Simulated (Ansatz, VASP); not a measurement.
CdF2 in VASP and in Ansatz

```
Cd F
1.0
     0.00000    2.69400    2.69400
     2.69400    0.00000    2.69400
     2.69400    2.69400    0.00000
Cd F
1 2
Direct
  0.00000 0.00000 0.00000
  0.75000 0.75000 0.75000
  0.25000 0.25000 0.25000
```

Alike in both runs: functional revPBE; k mesh 9 × 9 × 9; occupations fermi-dirac, width 0.05 eV; no spin polarisation.

|  | VASP | Ansatz |
| --- | --- | --- |
| version | VASP 6.6.1 | Ansatz 0.2.0 |
| potentials or method | VASP PAW PBE potentials, release 64 (Cd, F) | Ansatz PAW |
| plane-wave cutoff (eV) | 520 | 420 |
| valence electrons in the cell | 26 | 34 |
| task | single point | band structure |

VASP gave:

- gap on the k mesh at the Fermi level (eV): 3.25
- least direct gap on the mesh (eV): 3.73
- pressure (GPa): 9.8

Which values does Ansatz return?

gap on the k mesh at the Fermi level (eV): 3.29; least direct gap on the mesh (eV): 3.76; pressure (GPa): 9.0.

The two sets of potentials don't hold the same shells in valence.

Caveats: the PAW data sets were made with another functional, which shifts forces and pressure a little (VASP); an odd mesh through Γ misses points on the zone boundary, where band edges often lie (VASP); the pressure holds a Pulay correction of +0.6 GPa for the finite cutoff (Ansatz); the PAW data sets come from PBE, with cores solved anew for the run's functional, which leaves a small shift of forces and pressure (Ansatz).
